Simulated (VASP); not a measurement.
# Sn (Fd-3m) in VASP: further runs

One crystal, Sn, is run at these levels: PBEsol, RPBE; tasks: single point, relaxation of cell and atoms.

All numbers are computed with VASP 6.6.1; they aren't measurements. Logs are shortened: lines on timing, memory, paths and dates and some standing lists are left out, and cuts for length are marked.

## 1. The structure

Symmetry: Fd-3m, No. 227, cubic system. Conventional cell: a = 6.570 Å, b = 6.570 Å, c = 6.570 Å, α = 90.00°, β = 90.00°, γ = 90.00°. Around Sn (site symmetry -43m) lie 4 Sn at 2.84 Å.

This isn't the form of Sn at room conditions, which is tetragonal (white tin).

## 2. Single point, PBEsol

INCAR

```
SYSTEM = Sn
ALGO = Fast
EDIFF = 1E-6
ENCUT = 520
GGA = PS
ISIF = 2
ISMEAR = 0
LASPH = .TRUE.
LCHARG = .FALSE.
LREAL = .FALSE.
LWAVE = .FALSE.
NELM = 80
PREC = Accurate
SIGMA = 0.1
```

KPOINTS

```
k-points
0
G
  12 12 12
  0 0 0
```

POSCAR

```
Sn
1.0
    0.0000000000      3.2849870000      3.2849870000
    3.2849870000      0.0000000000      3.2849870000
    3.2849870000      3.2849870000      0.0000000000
Sn
2
Direct
    0.5000000000      0.5000000000      0.5000000000
    0.7500000000      0.7500000000      0.7500000000
```

Potentials or basis: VASP PAW PBE potentials, release 64 (Sn_d).

The run is started by

```bash
$ cat potpaw_PBE.64/Sn_d/POTCAR > POTCAR
$ mpirun -np 1 vasp_std > vasp.out
```

OUTCAR:

```text
SYSTEM = Sn
   EDIFF = 1E-6
   ENCUT = 520
   GGA = PS
   ISIF = 2
   ISMEAR = 0
   LASPH = .TRUE.
   LREAL = .FALSE.
   NELM = 80
   PREC = Accurate

 ion  position               nearest neighbor table
   1  0.500  0.500  0.500-   2 2.84   2 2.84   2 2.84   2 2.84
   2  0.750  0.750  0.750-   1 2.84   1 2.84   1 2.84   1 2.84

  LATTYP: Found a face centered cubic cell.
 ALAT       =     6.5699740000

  Lattice vectors:

 A1 = (   0.0000000000,   3.2849870000,   3.2849870000)
 A2 = (   3.2849870000,   0.0000000000,   3.2849870000)
 A3 = (   3.2849870000,   3.2849870000,   0.0000000000)

Analysis of symmetry for initial positions (statically):
=====================================================================
 Subroutine PRICEL returns:
 Original cell was already a primitive cell.

 Routine SETGRP: Setting up the symmetry group for a
 face centered cubic supercell.

 Subroutine GETGRP returns: Found 48 space group operations
 (whereof 24 operations were pure point group operations)
 out of a pool of 48 trial point group operations.

The static configuration has the point symmetry T_d .
 The point group associated with its full space group is O_h .

Analysis of symmetry for dynamics (positions and initial velocities):
=====================================================================
 Subroutine PRICEL returns:
 Original cell was already a primitive cell.

 Routine SETGRP: Setting up the symmetry group for a
 face centered cubic supercell.

 Subroutine GETGRP returns: Found 48 space group operations
 (whereof 24 operations were pure point group operations)
 out of a pool of 48 trial point group operations.

The dynamic configuration has the point symmetry T_d .
 The point group associated with its full space group is O_h .

 Subroutine INISYM returns: Found 48 space group operations
 (whereof 24 operations are pure point group operations),
 and found     1 'primitive' translations

----------------------------------------------------------------------------------------

                                     Primitive cell

  volume of cell :      70.8975

  direct lattice vectors                    reciprocal lattice vectors
     0.000000000  3.284987000  3.284987000    -0.152207604  0.152207604  0.152207604
     3.284987000  0.000000000  3.284987000     0.152207604 -0.152207604  0.152207604
     3.284987000  3.284987000  0.000000000     0.152207604  0.152207604 -0.152207604

  length of vectors
     4.645673168  4.645673168  4.645673168     0.263631303  0.263631303  0.263631303

  position of ions in fractional coordinates (direct lattice)
     0.500000000  0.500000000  0.500000000
     0.750000000  0.750000000  0.750000000

  ion indices of the primitive-cell ions
   primitive index   ion index
                 1           1
                 2           2

----------------------------------------------------------------------------------------

 KPOINTS: k-points

Automatic generation of k-mesh.
 Grid dimensions read from file:
 generate k-points for:   12   12   12

 Generating k-lattice:

  Cartesian coordinates                     Fractional coordinates (reciprocal lattice)
    -0.012683967  0.012683967  0.012683967     0.083333333  0.000000000  0.000000000
     0.012683967 -0.012683967  0.012683967     0.000000000  0.083333333  0.000000000
     0.012683967  0.012683967 -0.012683967     0.000000000  0.000000000  0.083333333

  Length of vectors
     0.021969275  0.021969275  0.021969275

  Shift w.r.t. Gamma in fractional coordinates (k-lattice)
     0.000000000  0.000000000  0.000000000

 Subroutine IBZKPT returns following result:
 ===========================================

 Found     72 irreducible k-points:

 Following reciprocal coordinates:
            Coordinates               Weight
  0.000000  0.000000  0.000000      1.000000
  0.083333  0.000000  0.000000      8.000000
  0.166667  0.000000  0.000000      8.000000
  0.250000  0.000000  0.000000      8.000000
  0.333333  0.000000  0.000000      8.000000
  0.416667  0.000000  0.000000      8.000000
[... 16 lines left out ...]
  0.500000  0.166667  0.000000     24.000000
 -0.416667  0.166667  0.000000     24.000000
 [... further k-points ...]
   k-points           NKPTS =     72   k-points in BZ     NKDIM =     72   number of bands    NBANDS=     18
   number of dos      NEDOS =    301   number of ions     NIONS =      2
   total plane-waves  NPLWV =  46656
   dimension x,y,z NGX =    36 NGY =   36 NGZ =   36
   dimension x,y,z NGXF=    72 NGYF=   72 NGZF=   72
   ions per type =               2
   NGX,Y,Z   is equivalent  to a cutoff of  12.88, 12.88, 12.88 a.u.
   NGXF,Y,Z  is equivalent  to a cutoff of  25.77, 25.77, 25.77 a.u.
 SYSTEM =  Sn
   PREC   = accura    normal or accurate (medium, high low for compatibility)
   ISTART =      0    job   : 0-new  1-cont  2-samecut
   ICHARG =      2    charge: 1-file 2-atom 10-const
   ISPIN  =      1    spin polarized calculation?
   LNONCOLLINEAR =      F non collinear calculations
   LSORBIT =      F    spin-orbit coupling
   LASPH  =      T    aspherical Exc in radial PAW
   ENCUT  =  520.0 eV  38.22 Ry    6.18 a.u.   8.64  8.64  8.64*2*pi/ulx,y,z
   NELM   =     80;   NELMIN=  2; NELMDL= -5     # of ELM steps
   EDIFF  = 0.1E-05   stopping-criterion for ELM
   LREAL  =      F    real-space projection
   EDIFFG = 0.1E-04   stopping-criterion for IOM
   NSW    =      0    number of steps for IOM
   IBRION =     -1    ionic relax: 0-MD 1-quasi-New 2-CG
   NFREE  =      0    steps in history (QN), initial steepest desc. (CG)
   ISIF   =      2    stress and relaxation
   ISYM   =      2    0-nonsym 1-usesym 2-fastsym
   POTIM  = 0.5000    time-step for ionic-motion
   TEBEG  =    0.0;   TEEND  =   0.0 temperature during run
   PSTRESS=    0.0 pullay stress
   NELECT =      28.0000    total number of electrons
   NUPDOWN=      -1.0000    fix difference up-down
   EMIN   =  10.00;   EMAX   =-10.00  energy-range for DOS
   EFERMI =   0.00;   METHOD = LEGACY
   ISMEAR =     0;   SIGMA  =   0.10  broadening in eV -4-tet -1-fermi 0-gaus
   EFERMI_NEDOS =   21; number of points for ismear=-14 and -15
   IALGO  =     68    algorithm
   IMIX   =      4    mixing-type and parameters
     AMIX     =   0.40;   BMIX     =  1.00
     AMIX_MAG =   1.60;   BMIX_MAG =  1.00
  volume/ion in A,a.u.               =      35.45       239.22
  Fermi-wavevector in a.u.,A,eV,Ry     =   1.201113  2.269774 19.628749  1.442672
  Thomas-Fermi vector in A             =   2.336931
   LORBIT       =      0    0 simple, 1 ext, 2 COOP (PROOUT), +10 PAW based schemes
   GGA     = PS    functional components
   LHFCALC =     F    Hartree Fock is set to
   AEXX    =    0.0000 exact exchange contribution
   IVDW    =     0    specifies the selected vdW correction
   LEPSILON=     F    determine dielectric tensor
   LRPA    =     F    only Hartree local field effects (RPA)
 non-spin polarized calculation
 RMM-DIIS sequential band-by-band and
 Gauss-broadening in eV      SIGMA  =   0.10
  energy-cutoff  :      520.00
  volume of cell :       70.90
 maximum number of plane-waves:      1932
   NGX = 17   NGY = 17   NGZ = 17

 number of electron      27.9999985 magnetization

 Free energy of the ion-electron system (eV)
  ---------------------------------------------------
  ext. energy  EPLUGINS =         0.00000000
  ---------------------------------------------------
  free energy    TOTEN  =        -8.46403759 eV

  energy without entropy =       -8.46276816  energy(sigma->0) =       -8.46340287

 E-fermi :   5.0812     XC(G=0):  -8.9058

 val. band max:        5.0581517798   @ k =   0.0833   0.0000   0.0000
 cond. band min:       5.1452456606   @ k =   0.3333   0.0000   0.0000
 fundamental gap:      0.0870938808
 Fermi energy:         5.0811660132

 k-point     1 :       0.0000    0.0000    0.0000
  band No.  band energies     occupation
      1     -16.4250      2.00000
      2     -16.4250      2.00000
      3     -16.4250      2.00000
      4     -16.3695      2.00000
      5     -16.3695      2.00000
      6     -16.0870      2.00000
[... 10 lines left out ...]
     17       7.2499      0.00000
     18       7.2499      0.00000

 k-point     2 :       0.0833    0.0000    0.0000
  band No.  band energies     occupation
      1     -16.4300      2.00000
      2     -16.4300      2.00000
      3     -16.4234      2.00000
      4     -16.3626      2.00000
      5     -16.3626      2.00000
      6     -16.1006      2.00000
[... 10 lines left out ...]
     17       7.4226      0.00000
     18       7.5065      0.00000

 k-point     3 :       0.1667    0.0000    0.0000
  band No.  band energies     occupation
      1     -16.4396      2.00000
      2     -16.4396      2.00000
      3     -16.4190      2.00000
      4     -16.3482      2.00000
      5     -16.3482      2.00000
      6     -16.1159      2.00000
[... 10 lines left out ...]
     17       7.7916      0.00000
     18       8.3187      0.00000

 k-point     4 :       0.2500    0.0000    0.0000
  band No.  band energies     occupation
      1     -16.4482      2.00000
      2     -16.4482      2.00000
      3     -16.4128      2.00000
      4     -16.3336      2.00000
      5     -16.3336      2.00000
      6     -16.1288      2.00000
[... 375 lines left out ...]
      4     -16.3097      2.00000
      5     -16.2841      2.00000
      6     -16.1955      2.00000
[... 10 lines left out ...]
     17       9.3796      0.00000
     18       9.4760      0.00000

 k-point    23 :       0.5000    0.1667    0.0000
  band No.  band energies     occupation
      1     -16.4787      2.00000
      2     -16.4628      2.00000
      3     -16.3762      2.00000
      4     -16.2981      2.00000
      5     -16.2877      2.00000
      6     -16.1877      2.00000
[... 10 lines left out ...]
     17       9.2183      0.00000
     18      10.2357      0.00000

 k-point    24 :      -0.4167    0.1667    0.0000
  band No.  band energies     occupation
      1     -16.4793      2.00000
      2     -16.4654      2.00000
      3     -16.3694      2.00000
      4     -16.2989      2.00000
      5     -16.2901      2.00000
      6     -16.1705      2.00000
[... 10 lines left out ...]
     17       9.0131      0.00000
     18      10.9894      0.00000

 [... further k-points ...]
[... 5 lines left out ...]
  --------------------------------------------------------------------------------------
  -------------------------------------------------------------------------------------
  Total       -0.2674931     -0.2674931     -0.2674931     -0.0000000      0.0000000      0.0000000
  in kB       -6.0449433     -6.0449433     -6.0449433     -0.0000000      0.0000000      0.0000000
  external PRESSURE =      -6.0449433 kB  Pullay stress =       0.0000000 kB

 VOLUME and BASIS-vectors are now :
 -----------------------------------------------------------------------------
  energy-cutoff  :      520.00
  volume of cell :       70.90
      direct lattice vectors                 reciprocal lattice vectors
     0.000000000  3.284987000  3.284987000    -0.152207604  0.152207604  0.152207604
     3.284987000  0.000000000  3.284987000     0.152207604 -0.152207604  0.152207604
     3.284987000  3.284987000  0.000000000     0.152207604  0.152207604 -0.152207604

 POSITION                                       TOTAL-FORCE (eV/Angst)
 -----------------------------------------------------------------------------------
      3.28499      3.28499      3.28499        -0.000000     -0.000000     -0.000000
      4.92748      4.92748      4.92748         0.000000      0.000000      0.000000
 -----------------------------------------------------------------------------------
    total drift:                                0.000000      0.000000      0.000000

  FREE ENERGIE OF THE ION-ELECTRON SYSTEM (eV)
  ---------------------------------------------------
  free  energy   TOTEN  =        -8.4640375883 eV

  energy  without entropy=       -8.4627681561  energy(sigma->0) =       -8.46340287
```

Run time: 47 s. Hardware: 1 thread of AMD EPYC 9R45 (Zen 5), shared host; peak memory 0.22 GiB.

Results:

| Property | Result |
| --- | --- |
| Free energy | -8.4640 eV |
| Pressure | -0.6 GPa |
| Band gap on the k mesh | none (metal or under the smearing width) |

Caveat: the PAW data sets were made with another functional, which shifts forces and pressure a little.

## 3. Relaxation of cell and atoms, PBEsol

INCAR

```
PREC = Accurate
ENCUT = 580
EDIFF = 1E-7
ISMEAR = 0
SIGMA = 0.1
LREAL = F
LASPH = T
NELM = 80
ALGO = Fast
ISIF = 3
LWAVE = F
LCHARG = F
GGA = PS
IBRION = 2
NSW = 90
EDIFFG = -0.005
```

KPOINTS

```
regular mesh
0
Gamma
  12 12 12
```

POSCAR is that of step 2.

Potentials or basis: VASP PAW PBE potentials, release 64 (Sn).

The run is started by

```bash
$ cat potpaw_PBE.64/Sn/POTCAR > POTCAR
$ mpirun -np 1 vasp_std > vasp.out
```

Wall time 40 s (1 thread of AMD EPYC 9R45 (Zen 5), shared host); peak memory 0.21 GiB.

It converged, with:

| Item | Value |
| --- | --- |
| Free energy | -8.4225 eV |
| Relaxed volume | 35.07 Å³/atom |
| Relaxed cell | a = 4.629 Å, b = 4.629 Å, c = 4.629 Å, α = 60.00°, β = 60.00°, γ = 60.00° |
| Space group after relaxing (to 0.05 Å) | Fd-3m (No. 227) |
| Energy gained by relaxing | 0.5 meV/atom |
| Ionic steps | 3 |
| Pressure after relaxing | 0.0 GPa |
| Band gap on the k mesh | none (metal or under the smearing width) |

Step by step:
| step | energy change (eV) | largest force (eV/Å) | pressure (GPa) | volume (Å³) |
| --- | --- | --- | --- | --- |
| 1 | 0.0000 | 0.0000 | -0.44 | 70.90 |
| 2 | -0.0010 | 0.0000 | 0.14 | 69.90 |
| 3 | -0.0011 | 0.0000 | 0.00 | 70.13 |

Final structure:
```
CELL_PARAMETERS angstrom
0.00000 3.27315 3.27315
3.27315 0.00000 3.27315
3.27315 3.27315 0.00000
ATOMIC_POSITIONS crystal
Sn 0.50000 0.50000 0.50000
Sn 0.75000 0.75000 0.75000
```

Levels at points of the mesh, in eV from the Fermi level:
```csv
k point,band 1,band 2,band 3,band 4,band 5,band 6,band 7,band 8
"(0.00, 0.00, 0.00)",-10.44,-0.80,0.10,0.10,0.10,2.16,2.16,2.16
"(0.50, 0.00, 0.00)",-8.87,-6.21,-1.07,-1.07,-0.09,3.21,3.21,5.53
"(0.50, 0.50, 0.00)",-7.43,-7.43,-2.38,-2.38,0.79,0.79,7.57,7.57
```

Caveat: the PAW data sets were made with another functional, which shifts forces and pressure a little.

## 4. Relaxation of cell and atoms, RPBE

INCAR: that of step 3 with these lines changed.

```diff
@@ -1,3 +1,3 @@
 PREC = Accurate
-ENCUT = 580
+ENCUT = 600
 EDIFF = 1E-7
@@ -12,3 +12,3 @@
 LCHARG = F
-GGA = PS
+GGA = RP
 IBRION = 2
```

KPOINTS is that of step 3.

POSCAR is that of step 3.

Potentials or basis: VASP PAW PBE potentials, release 64 (Sn_d).

The run is started by

```bash
$ cat potpaw_PBE.64/Sn_d/POTCAR > POTCAR
$ mpirun -np 1 vasp_std > vasp.out
```

Wall time 3.2 min (1 thread of AMD EPYC 9R45 (Zen 5), shared host); peak memory 0.28 GiB.

Results (log left out):

```yaml
Free_energy: -7.0378 eV
Relaxed_volume: 38.12 Å³/atom
Relaxed_cell: a = 4.759 Å, b = 4.759 Å, c = 4.759 Å, α = 60.00°, β = 60.00°, γ = 60.00°
Space_group_after_relaxing_to_0.05_Å: Fd-3m (No. 227)
Energy_gained_by_relaxing: 21.7 meV/atom
Ionic_steps: 3
Pressure_after_relaxing: 0.0 GPa
Band_gap_on_the_k_mesh: none (metal or under the smearing width)
```

Step by step:
| step | energy change (eV) | largest force (eV/Å) | pressure (GPa) | volume (Å³) |
| --- | --- | --- | --- | --- |
| 1 | 0.0000 | 0.0000 | 2.79 | 70.90 |
| 2 | -0.0416 | 0.0000 | -0.46 | 77.41 |
| 3 | -0.0434 | 0.0000 | 0.01 | 76.24 |

Final structure:
```cif
data_structure
_symmetry_space_group_name_H-M 'P 1'
_symmetry_Int_Tables_number 1
_cell_length_a 4.7595
_cell_length_b 4.7595
_cell_length_c 4.7595
_cell_angle_alpha 60.000
_cell_angle_beta 60.000
_cell_angle_gamma 60.000
_cell_volume 76.24
loop_
_atom_site_label
_atom_site_type_symbol
_atom_site_fract_x
_atom_site_fract_y
_atom_site_fract_z
_atom_site_occupancy
Sn1 Sn 0.50000 0.50000 0.50000 1
Sn2 Sn 0.75000 0.75000 0.75000 1
```

Levels at points of the mesh, in eV from the Fermi level:
```tsv
k point	band 12	band 13	band 14	band 15	band 16	band 17
(0.00, 0.00, 0.00)	-1.28	0.10	0.10	0.10	2.17	2.17
(0.50, 0.00, 0.00)	-5.88	-0.94	-0.94	-0.11	3.22	3.22
(0.50, 0.50, 0.00)	-7.13	-2.10	-2.10	1.03	1.03	7.09
```

Caveat: the PAW data sets were made with another functional, which shifts forces and pressure a little.

## 5. Summary

| task | level | potentials or basis | cell | cutoff (eV) | gap on the mesh (eV) | pressure (GPa) | relaxed volume (Å³/atom) |
| --- | --- | --- | --- | --- | --- | --- | --- |
| single point | PBEsol | VASP PAW PBE potentials, release 64 (Sn_d) | as given | 520 | none | -0.6 | - |
| relaxation of cell and atoms | PBEsol | VASP PAW PBE potentials, release 64 (Sn) | relaxed | 580 | none | 0.0 | 35.07 |
| relaxation of cell and atoms | RPBE | VASP PAW PBE potentials, release 64 (Sn_d) | relaxed | 600 | none | 0.0 | 38.12 |

Alike in all rows: no spin polarisation; k mesh 12 × 12 × 12; smearing gaussian 0.1 eV.

Caveats: the PAW data sets were made with another functional, which shifts forces and pressure a little.

Total energies depend on the potentials used, so only differences within one code and one set of settings carry meaning.
